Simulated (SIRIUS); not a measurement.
Wanted: the native input for a SIRIUS 7.12.0 run.

- Task: single point
- Functional: PBEsol
- Potentials or basis: all-electron FP-LAPW
- Cutoff: 158 eV
- Basis: apw+lo standard
- k mesh: 9 × 9 × 7
- Occupations: fermi-dirac, width 0.05 eV
- Spin: no spin polarisation
- Muffin tin radii: Mg 2.29, Si 2.29 bohr
- Basis cutoff (gk_cutoff): 3.41 1/bohr
- Cutoff of density and potential (pw_cutoff): 20 1/bohr
- lmax of the basis: 10
- lmax of density and potential: 8
- Valence relativity: iora
- Core states: Mg 1s, Si 1s
- Local orbitals (radial functions): Mg 12, Si 12
- Reference energy of the basis: 0.23 Ha
- Smallest sphere radius times basis cutoff: 7.81
- Start of the SCF: LDA density

Crystal: MgSi.

```
Si Mg
1.0
     2.90839    0.00000    0.00000
     0.00000    2.90839    0.00000
     0.00000    0.00000    4.10343
Si Mg
1 1
Cartesian
  1.4542 1.4542 2.0517
  0.0000 0.0000 0.0000
```

The cell comes from a database or a generator and needn't be the stable form of this composition.

The input as run:

sirius.json

```json
{
  "control": {
    "processing_unit": "cpu",
    "std_evp_solver_name": "lapack",
    "gen_evp_solver_name": "lapack",
    "verbosity": 2,
    "print_forces": true,
    "ortho_rf": true,
    "use_second_variation": true,
    "rmt_max": 3.0,
    "num_bands_to_print": 18,
    "save_wf": true
  },
  "parameters": {
    "electronic_structure_method": "full_potential_lapwlo",
    "xc_functionals": ["XC_GGA_X_PBE_SOL", "XC_GGA_C_PBE_SOL"],
    "core_relativity": "dirac",
    "valence_relativity": "iora",
    "num_fv_states": 18,
    "smearing": "fermi_dirac",
    "smearing_width": 0.0018374661,
    "pw_cutoff": 20,
    "gk_cutoff": 3.41,
    "lmax_apw": 10,
    "lmax_rho": 8,
    "lmax_pot": 8,
    "num_mag_dims": 0,
    "auto_rmt": 0,
    "ngridk": [9, 9, 7],
    "shiftk": [0, 0, 0],
    "num_dft_iter": 80,
    "energy_tol": 1e-07,
    "density_tol": 1e-05,
    "use_symmetry": true
  },
  "settings": {"tol_ne": 1e-10},
  "iterative_solver": {"type": "exact"},
  "mixer": {"type": "anderson", "beta": 0.5, "max_history": 8},
  "unit_cell": {
    "lattice_vectors": [[5.4960681225, 0.0, 0.0], [0.0, 5.4960681225, 0.0], [0.0, 0.0, 7.7543532024]],
    "atom_types": ["Mg", "Si"],
    "atom_files": {"Mg": "Mg.json", "Si": "Si.json"},
    "atoms": {"Mg": [[0.0, 0.0, 0.0]], "Si": [[0.5, 0.5, 0.5]]}
  }
}
```

Mg.json

```json
{
  "name": "magnesium",
  "symbol": "Mg",
  "number": 12,
  "mass": 24.305,
  "rmin": 1e-06,
  "rmt": 2.29,
  "nrmt": 800,
  "rinf": 17.32,
  "core": "1s",
  "valence": [
    {"basis": [{"enu": 0.03, "dme": 0, "n": 0, "auto": 0}, {"enu": 0.03, "dme": 1, "n": 0, "auto": 0}]},
    {"l": 0, "n": 1, "basis": [{"enu": 0.13, "dme": 0, "n": 0, "auto": 0}]},
    {"l": 1, "n": 2, "basis": [{"enu": 0.13, "dme": 0, "n": 0, "auto": 0}]},
    {"l": 2, "n": 3, "basis": [{"enu": 0.13, "dme": 0, "n": 0, "auto": 0}]},
    {"l": 3, "n": 4, "basis": [{"enu": 0.13, "dme": 0, "n": 0, "auto": 0}]}
  ],
  "lo": [
    {"l": 0, "basis": [{"enu": 0.13, "dme": 0, "n": 0, "auto": 0}, {"enu": 0.13, "dme": 1, "n": 0, "auto": 0}]},
    {
      "l": 0,
      "basis": [{"enu": -2.6061, "dme": 0, "n": 2, "auto": 1}, {"enu": -2.6061, "dme": 1, "n": 2, "auto": 1}]
    },
    {
      "l": 0,
      "basis": [{"enu": -2.6061, "dme": 1, "n": 2, "auto": 1}, {"enu": 0.13, "dme": 0, "n": 0, "auto": 0}]
    },
    {"l": 0, "basis": [{"enu": 0.13, "dme": 0, "n": 0, "auto": 0}, {"enu": 3.181, "dme": 0, "n": 0, "auto": 0}]},
    {"l": 1, "basis": [{"enu": 0.13, "dme": 0, "n": 0, "auto": 0}, {"enu": 0.13, "dme": 1, "n": 0, "auto": 0}]},
    {
      "l": 1,
      "basis": [{"enu": -1.4116, "dme": 0, "n": 2, "auto": 1}, {"enu": -1.4116, "dme": 1, "n": 2, "auto": 1}]
    },
    {
      "l": 1,
      "basis": [{"enu": -1.4116, "dme": 1, "n": 2, "auto": 1}, {"enu": 0.13, "dme": 0, "n": 0, "auto": 0}]
    },
    {"l": 1, "basis": [{"enu": 0.13, "dme": 0, "n": 0, "auto": 0}, {"enu": 3.6387, "dme": 0, "n": 0, "auto": 0}]},
    {"l": 2, "basis": [{"enu": 0.13, "dme": 0, "n": 0, "auto": 0}, {"enu": 0.13, "dme": 1, "n": 0, "auto": 0}]},
    {"l": 2, "basis": [{"enu": 0.13, "dme": 1, "n": 0, "auto": 0}, {"enu": 0.13, "dme": 2, "n": 0, "auto": 0}]},
    {"l": 2, "basis": [{"enu": 0.13, "dme": 0, "n": 0, "auto": 0}, {"enu": 3.1048, "dme": 0, "n": 0, "auto": 0}]},
    {"l": 3, "basis": [{"enu": 0.13, "dme": 0, "n": 0, "auto": 0}, {"enu": 0.13, "dme": 1, "n": 0, "auto": 0}]}
  ],
  "free_atom": [... radial grid and density of the free atom, the start of the SCF ...]
}
```

Si.json

```json
{
  "name": "silicon",
  "symbol": "Si",
  "number": 14,
  "mass": 28.0855,
  "rmin": 1e-06,
  "rmt": 2.29,
  "nrmt": 800,
  "rinf": 17.42,
  "core": "1s",
  "valence": [
    {"basis": [{"enu": 0.03, "dme": 0, "n": 0, "auto": 0}, {"enu": 0.03, "dme": 1, "n": 0, "auto": 0}]},
    {"l": 0, "n": 1, "basis": [{"enu": 0.0567, "dme": 0, "n": 0, "auto": 0}]},
    {"l": 1, "n": 2, "basis": [{"enu": 0.13, "dme": 0, "n": 0, "auto": 0}]},
    {"l": 2, "n": 3, "basis": [{"enu": 0.13, "dme": 0, "n": 0, "auto": 0}]},
    {"l": 3, "n": 4, "basis": [{"enu": 0.13, "dme": 0, "n": 0, "auto": 0}]}
  ],
  "lo": [
    {
      "l": 0,
      "basis": [{"enu": 0.0567, "dme": 0, "n": 0, "auto": 0}, {"enu": 0.0567, "dme": 1, "n": 0, "auto": 0}]
    },
    {
      "l": 0,
      "basis": [{"enu": -4.8107, "dme": 0, "n": 2, "auto": 1}, {"enu": -4.8107, "dme": 1, "n": 2, "auto": 1}]
    },
    {
      "l": 0,
      "basis": [{"enu": -4.8107, "dme": 1, "n": 2, "auto": 1}, {"enu": 0.0567, "dme": 0, "n": 0, "auto": 0}]
    },
    {
      "l": 0,
      "basis": [{"enu": 0.0567, "dme": 0, "n": 0, "auto": 0}, {"enu": 3.1078, "dme": 0, "n": 0, "auto": 0}]
    },
    {"l": 1, "basis": [{"enu": 0.13, "dme": 0, "n": 0, "auto": 0}, {"enu": 0.13, "dme": 1, "n": 0, "auto": 0}]},
    {
      "l": 1,
      "basis": [{"enu": -3.2298, "dme": 0, "n": 2, "auto": 1}, {"enu": -3.2298, "dme": 1, "n": 2, "auto": 1}]
    },
    {
      "l": 1,
      "basis": [{"enu": -3.2298, "dme": 1, "n": 2, "auto": 1}, {"enu": 0.13, "dme": 0, "n": 0, "auto": 0}]
    },
    {"l": 1, "basis": [{"enu": 0.13, "dme": 0, "n": 0, "auto": 0}, {"enu": 3.6387, "dme": 0, "n": 0, "auto": 0}]},
    {"l": 2, "basis": [{"enu": 0.13, "dme": 0, "n": 0, "auto": 0}, {"enu": 0.13, "dme": 1, "n": 0, "auto": 0}]},
    {"l": 2, "basis": [{"enu": 0.13, "dme": 1, "n": 0, "auto": 0}, {"enu": 0.13, "dme": 2, "n": 0, "auto": 0}]},
    {"l": 2, "basis": [{"enu": 0.13, "dme": 0, "n": 0, "auto": 0}, {"enu": 3.1048, "dme": 0, "n": 0, "auto": 0}]},
    {"l": 3, "basis": [{"enu": 0.13, "dme": 0, "n": 0, "auto": 0}, {"enu": 0.13, "dme": 1, "n": 0, "auto": 0}]}
  ],
  "free_atom": [... radial grid and density of the free atom, the start of the SCF ...]
}
```

sirius_start.json

```json
{
  "control": {
    "processing_unit": "cpu",
    "std_evp_solver_name": "lapack",
    "gen_evp_solver_name": "lapack",
    "verbosity": 1,
    "print_forces": false,
    "ortho_rf": true,
    "use_second_variation": true,
    "rmt_max": 3.0,
    "num_bands_to_print": 18,
    "save_wf": false
  },
  "parameters": {
    "electronic_structure_method": "full_potential_lapwlo",
    "xc_functionals": ["XC_LDA_X", "XC_LDA_C_PW"],
    "core_relativity": "dirac",
    "valence_relativity": "iora",
    "num_fv_states": 18,
    "smearing": "fermi_dirac",
    "smearing_width": 0.0055123983,
    "pw_cutoff": 20,
    "gk_cutoff": 2.72,
    "lmax_apw": 10,
    "lmax_rho": 8,
    "lmax_pot": 8,
    "num_mag_dims": 0,
    "auto_rmt": 0,
    "ngridk": [4, 4, 3],
    "shiftk": [0, 0, 0],
    "num_dft_iter": 30,
    "energy_tol": 0.01,
    "density_tol": 0.05,
    "use_symmetry": true
  },
  "settings": {"tol_ne": 1e-10},
  "iterative_solver": {"type": "exact"},
  "mixer": {"type": "anderson", "beta": 0.5, "max_history": 8},
  "unit_cell": {
    "lattice_vectors": [[5.4960681225, 0.0, 0.0], [0.0, 5.4960681225, 0.0], [0.0, 0.0, 7.7543532024]],
    "atom_types": ["Mg", "Si"],
    "atom_files": {"Mg": "Mg.json", "Si": "Si.json"},
    "atoms": {"Mg": [[0.0, 0.0, 0.0]], "Si": [[0.5, 0.5, 0.5]]}
  }
}
```

Potentials or basis: all-electron FP-LAPW, apw+lo standard.

Command:

```bash
$ OMP_NUM_THREADS=1 sirius.scf --input=sirius_start.json --output=start.json
$ OMP_NUM_THREADS=1 sirius.scf --input=sirius.json --output=output.json --task=1
```

Results of the run:

```yaml
Band_gap_on_the_k_mesh: none (metal or under the smearing width)
All_electrons_inside_the_program's_atomic_spheres: Si 12.31; Mg 10.62 (radii Mg 2.29, Si 2.29 bohr)
```

It took 34 s on 1 thread of Arm Neoverse V2, on a shared host, peak memory 0.43 GiB.
